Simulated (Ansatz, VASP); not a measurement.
# BaTe: VASP beside Ansatz

Contents of INCAR:

```
SYSTEM = BaTe
  PREC = Accurate
  ENCUT = 520
  EDIFF = 1E-6
  ISMEAR = 0
  SIGMA = 0.02
  LREAL = .FALSE.
  LASPH = .TRUE.
  NELM = 100
  ALGO = Normal
  ISIF = 2
  LWAVE = .FALSE.
  LCHARG = .FALSE.
  GGA = PS
  NBANDS = 15
```

The input KPOINTS:

```
Automatic mesh
0
G
  8 8 8
  0 0 0
```

The input POSCAR:

```
BaTe
1.0
    0.0000000000      3.5791360000      3.5791360000
    3.5791360000      0.0000000000      3.5791360000
    3.5791360000      3.5791360000      0.0000000000
Ba Te
1 1
Direct
    0.0000000000      0.0000000000      0.0000000000
    0.5000000000      0.5000000000      0.5000000000
```

Input for Ansatz:

```yaml
crystal:
  lattice:
    - [0.0, 3.579136, 3.579136]
    - [3.579136, 0.0, 3.579136]
    - [3.579136, 3.579136, 0.0]
  atoms:
    - { symbol: Ba, position: [0.0, 0.0, 0.0] }
    - { symbol: Te, position: [0.5, 0.5, 0.5] }
basis:
  ecutwfc: 420
kpoints:
  mp_grid: { grid: [8, 8, 8] }
hamiltonian:
  xc: pbesol
scf:
  occupations: { method: gaussian, width: 0.02 }
output:
  forces: true
  stress: true
  eigenvalues: true
```

Alike in both runs: task single point; functional PBEsol; k mesh 8 × 8 × 8; occupations gaussian, width 0.02 eV; no spin polarisation.

```csv
,VASP,Ansatz
version,VASP 6.6.1,Ansatz 0.2.0
potentials or method,"VASP PAW PBE potentials, release 64 (Ba_sv, Te)","scalar-relativistic, plane waves, PAW"
plane-wave cutoff (eV),520,420
valence electrons in the cell,16,26
```

Ansatz gave:

```
gap on the k mesh at the Fermi level (eV) : 1.64
least direct gap on the mesh (eV)         : 2.00
pressure (GPa)                            : -2.4
```

Task: What did VASP give for the same quantities?

Result: gap on the k mesh at the Fermi level (eV): 1.57; least direct gap on the mesh (eV): 1.96; pressure (GPa): -2.1.

With one functional, cell and mesh, what is left measures potentials, basis and numerics. The two sets of potentials don't hold the same shells in valence.

Caveats: the PAW data sets were made with another functional, which shifts forces and pressure a little (VASP); spin-orbit coupling is left out, which moves the levels of the heavy elements. A k mesh can miss the band edges.
